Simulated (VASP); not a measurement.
# A VASP 6.6.1 single-point calculation on InSb

INCAR

```
ENCUT = 520
NELM = 87
ISIF = 2
NBANDS = 16
LWAVE = .FALSE.
LCHARG = .FALSE.
EDIFF = 1E-5
IBRION = -1
ISMEAR = 2
NSW = 0
SIGMA = 0.2
PREC = Accurate
LASPH = .TRUE.
LREAL = .FALSE.
GGA = PE
```

KPOINTS

```
KPOINTS created by Atomic Simulation Environment
0
Gamma
6 6 6
0 0 0
```

POSCAR

```
In Sb
 1.0000000000000000
     0.0000000000000000    3.2795130145000000    3.3162435602999998
     3.2795130145000000    0.0000000000000000    3.3162435602999998
     3.2795130145000000    3.2795130145000000    0.0000000000000000
 In  Sb
   1   1
Cartesian
  0.0000000000000000  0.0000000000000000  0.0000000000000000
  1.6397565072500004  1.6397565072500004  1.6581217801499999
```

The recommended PBE PAW datasets give the neutral cell 18 valence electrons.

Command

```
mpirun -np 1 vasp_std
```

Task: How does this run end, and what does it give?

Result: It converged. Results: gap between bands v and c on the k mesh 0.00 eV; least direct gap on the k mesh 0.00 eV; pressure 1.0 GPa. Band v is the last that the valence electrons fill when counted band by band, and c is the next.

OSZICAR

```
N       E                     dE             d eps       ncg     rms          rms(c)
DAV:   1     0.113006882461E+03    0.11301E+03   -0.77296E+03   960   0.110E+03
DAV:   2     0.336837819580E+00   -0.11267E+03   -0.10920E+03  1080   0.280E+02
DAV:   3    -0.681878904709E+01   -0.71556E+01   -0.71340E+01  1216   0.718E+01
DAV:   4    -0.701750060506E+01   -0.19871E+00   -0.19868E+00  1144   0.140E+01
DAV:   5    -0.703056798567E+01   -0.13067E-01   -0.13067E-01  1520   0.302E+00    0.387E+00
DAV:   6    -0.693648907253E+01    0.94079E-01   -0.15215E-01  1392   0.572E+00    0.225E+00
DAV:   7    -0.692494307404E+01    0.11546E-01   -0.65720E-02  1320   0.229E+00    0.602E-01
DAV:   8    -0.692613396128E+01   -0.11909E-02   -0.74940E-03  1248   0.973E-01    0.232E-01
DAV:   9    -0.692683910822E+01   -0.70515E-03   -0.10027E-03  1184   0.275E-01    0.758E-02
DAV:  10    -0.692688282309E+01   -0.43715E-04   -0.49358E-05  1312   0.453E-02    0.374E-02
DAV:  11    -0.692692870871E+01   -0.45886E-04   -0.84134E-05  1144   0.532E-02    0.255E-02
DAV:  12    -0.692693013617E+01   -0.14275E-05   -0.13608E-06   920   0.736E-03
   1 F= -.69269301E+01 E0= -.69267192E+01  d E =-.843810E-03
```

For comparison, a separate PBE run of the intended cell, on usual settings and not on those above, gives a gap of 0.00 eV on its mesh and a pressure of 1.0 GPa.
